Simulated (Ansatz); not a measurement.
**Al3InAs4: the band gap up the ladder of functionals**

The task here is to estimate one member of a computed series from the others.

The runs shown are made with Ansatz 0.2.0. PAW datasets, plane waves. All values are calculated for a non-magnetic cell, which may be hypothetical.

## The structure to begin with

The cell was relaxed beforehand with r2SCAN.

Space group P-43m (No. 215), cubic; conventional cell a = 5.780 Å, 24.14 Å³ an atom. Around Al lie 4 As at 2.47 Å; around As lie 3 Al at 2.47 Å and 1 In at 2.61 Å; around In lie 4 As at 2.61 Å.

Coordinates:

Space group P-43m (No. 215). a = 5.780 Å, b = 5.780 Å, c = 5.780 Å, α = 90.00°, β = 90.00°, γ = 90.00°
| atom | site | symmetry | x | y | z |
| --- | --- | --- | --- | --- | --- |
| Al | 3d | -42.m | 0.5000 | 0.0000 | 0.0000 |
| As | 4e | .3m | 0.7605 | 0.2395 | 0.2395 |
| In | 1b | -43m | 0.5000 | 0.5000 | 0.5000 |

Set-up of the first run:

The input, input.yaml:

```yaml
crystal:
  lattice:
    - [5.7799781593, 0.0, 0.0]
    - [0.0, 5.7799781593, 0.0]
    - [0.0, 0.0, 5.7799781593]
  atoms:
    - { symbol: Al, position: [0.5, 0.0, 0.0] }
    - { symbol: As, position: [0.7605145747, 0.2394854253, 0.2394854253] }
    - { symbol: Al, position: [0.0, 0.5, 0.0] }
    - { symbol: As, position: [0.2394854253, 0.7605145747, 0.2394854253] }
    - { symbol: Al, position: [0.0, 0.0, 0.5] }
    - { symbol: As, position: [0.2394854253, 0.2394854253, 0.7605145747] }
    - { symbol: In, position: [0.5, 0.5, 0.5] }
    - { symbol: As, position: [0.7605145747, 0.7605145747, 0.7605145747] }
kpoints:
  mp_grid: { grid: [4, 4, 4] }
  band_path:
    path:
      - [[0.0, 0.0, 0.0], [-1.635677410097e-50, 0.5, 3.679162080378e-34], [0.5, 0.5, 5.692288501716e-35], [0.0, 0.0, 0.0], [0.5, 0.5, 0.5], [-1.635677410097e-50, 0.5, 3.679162080378e-34]]
      - [[0.5, 0.5, 0.5], [0.5, 0.5, 5.692288501716e-35]]
    npoints: 10
hamiltonian:
  xc: pbe
scf:
  occupations: { method: fermi_dirac, width: 0.02 }
  n_extra_bands: 6
output:
  forces: true
  stress: true
  eigenvalues: true
```

Run with:

```bash
ansatz run input.yaml --threads 4 --pin off --max-ram 6451MiB --backend cpu --events-out ev --progress --plain --runs-dir out
```

Among the steps run: PBE band path; r2SCAN at the same geometry; HSE06; PBE+SOC at the same geometry; PBE0 at the same geometry.

One of the session's tables, all rows but one given; the rest of the session is left out.

| level | gap (eV) |
| --- | --- |
| PBE | 1.36 |
| r2SCAN | 1.88 |
| HSE06 | ? |
| PBE+SOC | 1.26 |
| PBE0 | 2.78 |

**Question.** Estimate the row for HSE06.

As computed: gap (eV): 2.18. In the column «gap (eV)» it lies between r2SCAN (1.88) and PBE0 (2.78).

The gap runs from 1.26 eV (PBE+SOC) to 2.78 eV (PBE0). PBE reaches 62 % of the HSE06 value, and r2SCAN 86 %. PBE0 lies 0.60 eV above HSE06, which differs from it by screening the long-range exchange.

Limits of these values: Warnings in the runs' records: stress scf threshold loose, stress exchange threshold loose.
